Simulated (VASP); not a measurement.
# MgSn2N2 (P-3m1) in VASP: notebook

One crystal, MgSn2N2, is run at these levels: PBE; tasks: band structure, Born charges and dielectric tensor.

Everything below comes from runs of VASP 6.6.1. Logs are shortened: lines on timing, memory, paths and dates and some standing lists are left out, and cuts for length are marked.

### Step 1. The crystal as given

The structure is trigonal, space group P-3m1 (No. 164). Conventional cell: a = 3.254 Å, b = 3.254 Å, c = 9.059 Å, α = 90.00°, β = 90.00°, γ = 120.00°. Around Mg (site symmetry -3m) lie 6 N at 2.29 Å. Sn (site symmetry 3m) has 3 N at 2.29 Å as nearest neighbours. N (site symmetry 3m) has 3 Sn at 2.29 Å and 3 Mg at 2.29 Å as nearest neighbours.

The cell was built by a generator and needn't be a form met in nature.

### Step 2. Band structure, PBE

Contents of INCAR:

```
PREC = Accurate
ENCUT = 520
EDIFF = 1E-6
ISMEAR = 0
SIGMA = 0.03
LREAL = False
LASPH = True
NELM = 80
ALGO = Normal
ISIF = 2
LWAVE = False
LCHARG = False
GGA = PE
KPAR = 2
```

Contents of KPOINTS:

```
Automatic mesh
0
Gamma
  8 8 4
```

Contents of POSCAR:

```
MgSn2N2
1.0
    3.2541880000      0.0000000000      0.0000000000
   -1.6270940000      2.8182100000      0.0000000000
    0.0000000000      0.0000000000      9.0593500000
Mg Sn N
1 2 2
Direct
    0.0000000000      0.0000000000      0.0000000000
    0.6666670000      0.3333330000      0.2895030000
    0.3333330000      0.6666670000      0.7104970000
    0.6666670000      0.3333330000      0.8546010000
    0.3333330000      0.6666670000      0.1453990000
```

Contents of KPOINTS_OPT:

```
path GMKGALHA,LM,KH
15
line-mode
reciprocal
 0.0000000000  0.0000000000  0.0000000000  G
 0.5000000000  0.0000000000  0.0000000000  M

 0.5000000000  0.0000000000  0.0000000000  M
 0.3333333333  0.3333333333  0.0000000000  K

 0.3333333333  0.3333333333  0.0000000000  K
 0.0000000000  0.0000000000  0.0000000000  G

 0.0000000000  0.0000000000  0.0000000000  G
 0.0000000000  0.0000000000  0.5000000000  A

 0.0000000000  0.0000000000  0.5000000000  A
 0.5000000000  0.0000000000  0.5000000000  L

 0.5000000000  0.0000000000  0.5000000000  L
 0.3333333333  0.3333333333  0.5000000000  H

 0.3333333333  0.3333333333  0.5000000000  H
 0.0000000000  0.0000000000  0.5000000000  A

 0.5000000000  0.0000000000  0.5000000000  L
 0.5000000000  0.0000000000  0.0000000000  M

 0.3333333333  0.3333333333  0.0000000000  K
 0.3333333333  0.3333333333  0.5000000000  H
```

Potentials or basis: VASP PAW PBE potentials, release 64 (Mg, Sn_d, N).

Run with:

```console
> cat potpaw_PBE.64/Mg/POTCAR potpaw_PBE.64/Sn_d/POTCAR potpaw_PBE.64/N/POTCAR > POTCAR
> mpirun -np 2 vasp_std > vasp.out
```

OUTCAR:

```text
PREC = Accurate
   ENCUT = 520
   EDIFF = 1E-6
   ISMEAR = 0
   LREAL = False
   LASPH = True
   NELM = 80
   ISIF = 2
   GGA = PE

 ion  position               nearest neighbor table
   1  0.000  0.000  0.000-   4 2.29   5 2.29   4 2.29   5 2.29   4 2.29   5 2.29   2 3.23   3 3.23
                             3 3.23   2 3.23   2 3.23   3 3.23
   2  0.667  0.333  0.290-   5 2.29   5 2.29   5 2.29   1 3.23   1 3.23   1 3.23
   3  0.333  0.667  0.710-   4 2.29   4 2.29   4 2.29   1 3.23   1 3.23   1 3.23
   4  0.667  0.333  0.855-   3 2.29   3 2.29   3 2.29   1 2.29   1 2.29   1 2.29
   5  0.333  0.667  0.145-   2 2.29   2 2.29   2 2.29   1 2.29   1 2.29   1 2.29

  LATTYP: Found a hexagonal cell.
 ALAT       =     3.2541880000
 C/A-ratio  =     2.7839049250

  Lattice vectors:

 A1 = (   3.2541880000,   0.0000000000,   0.0000000000)
 A2 = (  -1.6270940000,   2.8182100000,   0.0000000000)
 A3 = (   0.0000000000,   0.0000000000,   9.0593500000)

Analysis of symmetry for initial positions (statically):
=====================================================================
 Subroutine PRICEL returns:
 Original cell was already a primitive cell.

 Routine SETGRP: Setting up the symmetry group for a
 hexagonal supercell.

 Subroutine GETGRP returns: Found 12 space group operations
 (whereof 12 operations were pure point group operations)
 out of a pool of 24 trial point group operations.

The static configuration has the point symmetry D_3d.

Analysis of symmetry for dynamics (positions and initial velocities):
=====================================================================
 Subroutine PRICEL returns:
 Original cell was already a primitive cell.

 Routine SETGRP: Setting up the symmetry group for a
 hexagonal supercell.

 Subroutine GETGRP returns: Found 12 space group operations
 (whereof 12 operations were pure point group operations)
 out of a pool of 24 trial point group operations.

The dynamic configuration has the point symmetry D_3d.

 Subroutine INISYM returns: Found 12 space group operations
 (whereof 12 operations are pure point group operations),
 and found     1 'primitive' translations

----------------------------------------------------------------------------------------

                                     Primitive cell

  volume of cell :      83.0832

  direct lattice vectors                    reciprocal lattice vectors
     3.254188000  0.000000000  0.000000000     0.307296321  0.177417581  0.000000000
    -1.627094000  2.818210000  0.000000000     0.000000000  0.354835161  0.000000000
     0.000000000  0.000000000  9.059350000     0.000000000  0.000000000  0.110383195

  length of vectors
     3.254188000  3.254188453  9.059350000     0.354835211  0.354835161  0.110383195

  position of ions in fractional coordinates (direct lattice)
     0.000000000  0.000000000  0.000000000
     0.666667000  0.333333000  0.289503000
     0.333333000  0.666667000  0.710497000
     0.666667000  0.333333000  0.854601000
     0.333333000  0.666667000  0.145399000

  ion indices of the primitive-cell ions
   primitive index   ion index
                 1           1
                 2           2
                 3           3
                 4           4
                 5           5

----------------------------------------------------------------------------------------

 KPOINTS: Automatic mesh

Automatic generation of k-mesh.
 Grid dimensions read from file:
 generate k-points for:    8    8    4

 Generating k-lattice:

  Cartesian coordinates                     Fractional coordinates (reciprocal lattice)
     0.038412040  0.022177198  0.000000000     0.125000000 -0.000000000  0.000000000
     0.000000000  0.044354395  0.000000000     0.000000000  0.125000000  0.000000000
     0.000000000  0.000000000  0.027595799     0.000000000  0.000000000  0.250000000

  Length of vectors
     0.044354401  0.044354395  0.027595799

  Shift w.r.t. Gamma in fractional coordinates (k-lattice)
     0.000000000  0.000000000  0.000000000

 Subroutine IBZKPT returns following result:
 ===========================================

 Found     35 irreducible k-points:

 Following reciprocal coordinates:
            Coordinates               Weight
  0.000000  0.000000  0.000000      1.000000
  0.125000  0.000000  0.000000      6.000000
  0.250000  0.000000  0.000000      6.000000
  0.375000 -0.000000  0.000000      6.000000
  0.500000  0.000000  0.000000      3.000000
  0.125000  0.125000  0.000000      6.000000
[... 16 lines left out ...]
 -0.125000  0.500000  0.250000     12.000000
  0.250000  0.250000  0.250000     12.000000
 [... further k-points ...]
   k-points           NKPTS =     35   k-points in BZ     NKDIM =     35   number of bands    NBANDS=     24
   number of dos      NEDOS =    301   number of ions     NIONS =      5
   total plane-waves  NPLWV =  40320
   dimension x,y,z NGX =    24 NGY =   24 NGZ =   70
   dimension x,y,z NGXF=    48 NGYF=   48 NGZF=  140
   ions per type =               1   2   2
   NGX,Y,Z   is equivalent  to a cutoff of  12.26, 12.26, 12.85 a.u.
   NGXF,Y,Z  is equivalent  to a cutoff of  24.52, 24.52, 25.69 a.u.
 SYSTEM =  unknown system
   PREC   = accura    normal or accurate (medium, high low for compatibility)
   ISTART =      0    job   : 0-new  1-cont  2-samecut
   ICHARG =      2    charge: 1-file 2-atom 10-const
   ISPIN  =      1    spin polarized calculation?
   LNONCOLLINEAR =      F non collinear calculations
   LSORBIT =      F    spin-orbit coupling
   LASPH  =      T    aspherical Exc in radial PAW
   ENCUT  =  520.0 eV  38.22 Ry    6.18 a.u.   6.05  6.05 16.84*2*pi/ulx,y,z
   NELM   =     80;   NELMIN=  2; NELMDL= -5     # of ELM steps
   EDIFF  = 0.1E-05   stopping-criterion for ELM
   LREAL  =      F    real-space projection
   EDIFFG = 0.1E-04   stopping-criterion for IOM
   NSW    =      0    number of steps for IOM
   IBRION =     -1    ionic relax: 0-MD 1-quasi-New 2-CG
   NFREE  =      0    steps in history (QN), initial steepest desc. (CG)
   ISIF   =      2    stress and relaxation
   ISYM   =      2    0-nonsym 1-usesym 2-fastsym
   POTIM  = 0.5000    time-step for ionic-motion
   TEBEG  =    0.0;   TEEND  =   0.0 temperature during run
   PSTRESS=    0.0 pullay stress
   NELECT =      40.0000    total number of electrons
   NUPDOWN=      -1.0000    fix difference up-down
   EMIN   =  10.00;   EMAX   =-10.00  energy-range for DOS
   EFERMI =   0.00;   METHOD = LEGACY
   ISMEAR =     0;   SIGMA  =   0.03  broadening in eV -4-tet -1-fermi 0-gaus
   EFERMI_NEDOS =   21; number of points for ismear=-14 and -15
   IALGO  =     38    algorithm
   IMIX   =      4    mixing-type and parameters
     AMIX     =   0.40;   BMIX     =  1.00
     AMIX_MAG =   1.60;   BMIX_MAG =  1.00
  volume/ion in A,a.u.               =      16.62       112.13
  Fermi-wavevector in a.u.,A,eV,Ry     =   1.283090  2.424689 22.399546  1.646320
  Thomas-Fermi vector in A             =   2.415363
   LORBIT       =      0    0 simple, 1 ext, 2 COOP (PROOUT), +10 PAW based schemes
   GGA     = PE    functional components
   LHFCALC =     F    Hartree Fock is set to
   AEXX    =    0.0000 exact exchange contribution
   IVDW    =     0    specifies the selected vdW correction
   LEPSILON=     F    determine dielectric tensor
   LRPA    =     F    only Hartree local field effects (RPA)
 non-spin polarized calculation
 Gauss-broadening in eV      SIGMA  =   0.03
  energy-cutoff  :      520.00
  volume of cell :       83.08
 maximum number of plane-waves:      2260
   NGX = 13   NGY = 13   NGZ = 33

 number of electron      40.0000003 magnetization

 Free energy of the ion-electron system (eV)
  ---------------------------------------------------
  ext. energy  EPLUGINS =         0.00000000
  ---------------------------------------------------
  free energy    TOTEN  =       -26.49972964 eV

  energy without entropy =      -26.49972964  energy(sigma->0) =      -26.49972964

 E-fermi :   6.5193     XC(G=0): -10.3772

 val. band max:        6.3490353930   @ k =   0.0000   0.0000   0.0000
 cond. band min:       7.2085262438   @ k =   0.5000   0.0000   0.2500
 fundamental gap:      0.8594908508
 Fermi energy:         6.5193314373

 k-point     1 :       0.0000    0.0000    0.0000
  band No.  band energies     occupation
      1     -14.5983      2.00000
      2     -14.5983      2.00000
      3     -14.5980      2.00000
      4     -14.5980      2.00000
      5     -14.5125      2.00000
      6     -14.5068      2.00000
[... 16 lines left out ...]
     23      14.1329      0.00000
     24      14.6074      0.00000

 k-point     2 :       0.1250    0.0000    0.0000
  band No.  band energies     occupation
      1     -14.6108      2.00000
      2     -14.6104      2.00000
      3     -14.5686      2.00000
      4     -14.5684      2.00000
      5     -14.4917      2.00000
      6     -14.4859      2.00000
[... 16 lines left out ...]
     23      12.8535      0.00000
     24      12.8811      0.00000

 k-point     3 :       0.2500    0.0000    0.0000
  band No.  band energies     occupation
      1     -14.6485      2.00000
      2     -14.6475      2.00000
      3     -14.4963      2.00000
      4     -14.4960      2.00000
      5     -14.4753      2.00000
      6     -14.4718      2.00000
[... 16 lines left out ...]
     23      10.4827      0.00000
     24      11.8048      0.00000
[... 514 lines left out ...]
 k-point    23 :      -0.1250    0.5000    0.2500
  band No.  band energies     occupation
      1     -14.6776      2.00000
      2     -14.6766      2.00000
      3     -14.5316      2.00000
      4     -14.5284      2.00000
      5     -14.4376      2.00000
      6     -14.4345      2.00000
[... 16 lines left out ...]
     23      11.1312      0.00000
     24      11.3897      0.00000

 k-point    24 :       0.2500    0.2500    0.2500
  band No.  band energies     occupation
      1     -14.6320      2.00000
      2     -14.6314      2.00000
      3     -14.5136      2.00000
      4     -14.5125      2.00000
      5     -14.4736      2.00000
      6     -14.4729      2.00000
[... 16 lines left out ...]
     23       9.8690      0.00000
     24      10.6789      0.00000

 [... further k-points ...]
[... 5 lines left out ...]
  --------------------------------------------------------------------------------------
  -------------------------------------------------------------------------------------
  Total        0.0124179      0.0124179     -0.0019789      0.0000000     -0.0000000      0.0000000
  in kB        0.2394666      0.2394667     -0.0381612      0.0000000     -0.0000000      0.0000000
  external PRESSURE =       0.1469240 kB  Pullay stress =       0.0000000 kB

 VOLUME and BASIS-vectors are now :
 -----------------------------------------------------------------------------
  energy-cutoff  :      520.00
  volume of cell :       83.08
      direct lattice vectors                 reciprocal lattice vectors
     3.254188000  0.000000000  0.000000000     0.307296321  0.177417581  0.000000000
    -1.627094000  2.818210000  0.000000000     0.000000000  0.354835161  0.000000000
     0.000000000  0.000000000  9.059350000     0.000000000  0.000000000  0.110383195

 POSITION                                       TOTAL-FORCE (eV/Angst)
 -----------------------------------------------------------------------------------
      0.00000      0.00000      0.00000         0.000000      0.000000      0.000000
      1.62710      0.93940      2.62271        -0.000000      0.000000     -0.003705
     -0.00000      1.87881      6.43664         0.000000     -0.000000      0.003705
      1.62710      0.93940      7.74213        -0.000000      0.000000     -0.001440
     -0.00000      1.87881      1.31722         0.000000      0.000000      0.001440
 -----------------------------------------------------------------------------------
    total drift:                                0.000000     -0.000000      0.000000

  FREE ENERGIE OF THE ION-ELECTRON SYSTEM (eV)
  ---------------------------------------------------
  free  energy   TOTEN  =       -26.4997296365 eV

  energy  without entropy=      -26.4997296365  energy(sigma->0) =      -26.49972964
```

Run time: 46 s. Hardware: 2 MPI ranks of Intel Xeon 6975P-C (Granite Rapids), shared host; peak memory 0.24 GiB.

Results:

```yaml
Free_energy: -26.4997 eV
Pressure: 0.0 GPa
Largest_force: 0.004 eV/Å
Band_gap_on_the_k_mesh: 0.86 eV, indirect (least direct gap 1.46 eV)
Band_gap_along_the_path: 0.85 eV, indirect (least direct gap 1.31 eV)
```

Forces in eV/Å, atoms in the order of the input:
```
Mg   0.000  0.000  0.000
Sn   0.000  0.000 -0.004
Sn   0.000  0.000  0.004
N    0.000  0.000 -0.001
N    0.000  0.000  0.001
```

Levels at the corners of the path, in eV from the valence-band top:
| point | band 18 | band 19 | band 20 | band 21 | band 22 | band 23 |
| --- | --- | --- | --- | --- | --- | --- |
| Γ | -0.86 | -0.86 | 0.00 | 1.46 | 3.20 | 7.78 |
| M | -1.93 | -1.51 | -0.92 | 0.88 | 1.59 | 4.68 |
| M | -1.93 | -1.51 | -0.92 | 0.88 | 1.59 | 4.68 |
| K | -3.17 | -0.44 | -0.44 | 0.87 | 2.20 | 3.15 |
| K | -3.17 | -0.44 | -0.44 | 0.87 | 2.20 | 3.15 |
| Γ | -0.86 | -0.86 | 0.00 | 1.46 | 3.20 | 7.78 |
| Γ | -0.86 | -0.86 | 0.00 | 1.46 | 3.20 | 7.78 |
| A | -1.15 | -0.87 | -0.87 | 2.32 | 3.04 | 7.47 |
| A | -1.15 | -0.87 | -0.87 | 2.32 | 3.04 | 7.47 |
| L | -1.94 | -1.78 | -0.98 | 0.96 | 1.98 | 3.98 |
| L | -1.94 | -1.78 | -0.98 | 0.96 | 1.98 | 3.98 |
| H | -3.07 | -0.69 | -0.69 | 1.42 | 1.54 | 3.55 |
| H | -3.07 | -0.69 | -0.69 | 1.42 | 1.54 | 3.55 |
| A | -1.15 | -0.87 | -0.87 | 2.32 | 3.04 | 7.47 |
| L | -1.94 | -1.78 | -0.98 | 0.96 | 1.98 | 3.98 |
| M | -1.93 | -1.51 | -0.92 | 0.88 | 1.59 | 4.68 |
| K | -3.17 | -0.44 | -0.44 | 0.87 | 2.20 | 3.15 |
| H | -3.07 | -0.69 | -0.69 | 1.42 | 1.54 | 3.55 |

Caveat: spin-orbit coupling is left out, which moves the levels of the heavy elements.

[end of part 1 of 2]
